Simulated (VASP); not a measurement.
Input of a VASP 6.6.1 run:

The input INCAR:

```
PREC = Accurate
ENCUT = 600
EDIFF = 1E-7
ISMEAR = 0
SIGMA = 0.03
LREAL = False
LASPH = True
NELM = 80
ALGO = Normal
ISIF = 3
LWAVE = False
LCHARG = False
GGA = PS
IBRION = 2
NSW = 90
EDIFFG = -0.005
KPAR = 4
```

KPOINTS

```
regular mesh
0
Gamma
  10 10 10
```

File POSCAR:

```
GaAs                                    
1.0
    0.0000000000      2.8313993248      2.8313993248
    2.8313993248      0.0000000000      2.8313993248
    2.8313993248      2.8313993248      0.0000000000
  Ga              As            
     1     1
Direct
     0.0000000000000000    0.0000000000000000    0.0000000000000000
     0.2500000000000000    0.2500000000000000    0.2500000000000000
```

Potentials or basis: VASP PAW PBE potentials, release 64 (Ga_d, As).

Command:

```console
$ cat potpaw_PBE.64/Ga_d/POTCAR potpaw_PBE.64/As/POTCAR > POTCAR
$ mpirun -np 4 vasp_std > vasp.out
```

Question: What does it give for the band gap on the k mesh?

Answer: 0.42 eV, direct.

Final structure:
```
Ga As
1.0
     0.00000    2.83140    2.83140
     2.83140    0.00000    2.83140
     2.83140    2.83140    0.00000
Ga As
1 1
Direct
  0.00000 0.00000 0.00000
  0.25000 0.25000 0.25000
```

Caveat: the relaxation stopped at its first step, so nothing moved. A k mesh can miss the band edges.
